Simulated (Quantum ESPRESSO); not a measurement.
**SrO in Quantum ESPRESSO: the effect of exact exchange**

SrO:

```
CELL_PARAMETERS angstrom
0.00000 2.56630 2.56630
2.56630 0.00000 2.56630
2.56630 2.56630 0.00000
ATOMIC_POSITIONS crystal
Sr 0.50000 0.50000 0.50000
O 0.00000 0.00000 0.00000
```

Alike in all runs:

* Program: Quantum ESPRESSO 7.5
* Task: single point
* Functional: r2SCAN-X
* Potentials or basis: SG15 PBE 1.2
* Cutoff: 1197 eV
* Density cutoff: 4789 eV
* k mesh: 4 × 4 × 4
* Occupations: fixed
* Spin: no spin polarisation

```csv
exact exchange,gap on the mesh (eV)
0.05,?
0.1,4.62
0.15,5.03
0.25,5.86
0.35,6.69
0.5,7.96
```

Q: What does the run with exact exchange 0.05 give?

A: gap on the mesh 4.22 eV.

Worked out: A straight line through the other rows of the gap on the mesh, of slope 8.35 eV per unit of exact exchange, extrapolates to 4.20 eV, against the run's 4.22.

Caveats: all runs use coarse meshes.

A k mesh can miss the band edges.
